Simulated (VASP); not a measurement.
Crystal: B.

```
B
1.0
     1.88524    0.00000    0.00000
     0.00000    1.88524    0.00000
     0.00000    0.00000    1.88524
B
1
Cartesian
  0.9426 0.9426 0.9426
```

The cell was built by a generator and needn't be a form met in nature.

Program: VASP 6.6.1. Alike in all runs: potentials or basis VASP PAW PBE potentials, release 64 (B); no spin polarisation; cell as given; cutoff (eV) 520.

Q: Order these runs on this cell by their pressure, lowest first.
A. level revPBE; k mesh 14 × 14 × 14; smearing fermi-dirac 0.05 eV; further INCAR settings ALGO = Fast; EDIFF = 1e-06; mesh quality not flagged
B. level PBEsol; k mesh 14 × 14 × 14; smearing fermi-dirac 0.05 eV; further INCAR settings ALGO = Fast; EDIFF = 1e-06; mesh quality not flagged
C. level PW91; k mesh 14 × 14 × 14; smearing fermi-dirac 0.05 eV; further INCAR settings ALGO = Fast; EDIFF = 1e-06; mesh quality not flagged
D. level BLYP; k mesh 14 × 14 × 14; smearing fermi-dirac 0.05 eV; further INCAR settings ALGO = Fast; EDIFF = 1e-06; mesh quality not flagged
E. level HSE06; k mesh 7 × 7 × 7; smearing fermi-dirac 0.1 eV; further INCAR settings ALGO = Normal; EDIFF = 1e-06; grid for exact exchange (PRECFOCK) Normal; screening parameter 0.2 1/A; mesh quality coarse

A: E (-4.6 GPa), B (-2.2 GPa), C (1.6 GPa), A (3.2 GPa), D (8.2 GPa).

Caveats: some runs use coarse meshes; the PAW data sets were made with another functional, which shifts forces and pressure a little.

Not every run made on this cell is shown here.
